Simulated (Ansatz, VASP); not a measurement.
## BN: VASP beside Ansatz

```
B N
1.0
     2.50643    0.00000    0.00000
    -1.25321    2.17063    0.00000
     0.00000    0.00000    6.61412
B N
2 2
Direct
  0.33333 0.66667 0.25000
  0.66667 0.33333 0.75000
  0.33333 0.66667 0.75000
  0.66667 0.33333 0.25000
```

Alike in both runs: functional PBE; dispersion D3(BJ); k mesh 12 × 12 × 4; no spin polarisation.

Ansatz relaxed the structure, and its values are those at the end. VASP's run is a single point on that final structure, the one shown.

```csv
,VASP,Ansatz
version,VASP 6.6.1,Ansatz 0.2.0
potentials or method,"VASP PAW PBE potentials, release 64 (B, N)","scalar-relativistic, plane waves, PAW"
plane-wave cutoff (eV),520,420
occupations,"gaussian, width 0.01 eV",fixed
valence electrons in the cell,16,16
```

VASP gave:

* gap on the k mesh at the Fermi level (eV): 4.27
* least direct gap on the mesh (eV): 4.63
* pressure (GPa): 0.1

Problem. What did Ansatz give for the same quantities?

Solution. gap on the k mesh at the Fermi level (eV): 4.27; least direct gap on the mesh (eV): 4.64; pressure (GPa): 0.0.

A k mesh can miss the band edges.
